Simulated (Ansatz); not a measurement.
Input and command of a plane-wave DFT calculation in Ansatz:

```yaml
crystal:
  lattice:
    - [-1.6051160629, 1.6051160629, 1.6051160629]
    - [1.6051160629, -1.6051160629, 1.6051160629]
    - [3.2102321257, 3.2102321257, 0.0]
  atoms:
    - { symbol: Ti, position: [0.0, 0.0, 0.0] }
    - { symbol: Ti, position: [0.5, 0.5, 0.5] }
basis:
  ecutwfc: 420
kpoints:
  mp_grid: { grid: [12, 12, 8] }
hamiltonian:
  xc: pbesol
scf:
  occupations: { method: gaussian, width: 0.15 }
output:
  forces: true
  stress: true
  eigenvalues: true
  write_density: true
  write_potential: true
  elf: true
  volumetric_format: npy
```

```bash
ansatz run input.yaml --threads 1 --pin off --max-ram 2560MiB --backend cpu --events-out ev --progress --plain --runs-dir out
```

Processor: Arm Neoverse V2, 1 thread, on a host shared with other jobs.

Problem. How long does it run, and how much memory does it take?

Solution. About 6.8 s on 1 thread of Arm Neoverse V2 (shared host), peak memory 0.37 GiB. It solves 16 bands at 215 k points (the mesh reduced by symmetry) with about 649 plane waves, in 6 SCF iterations.
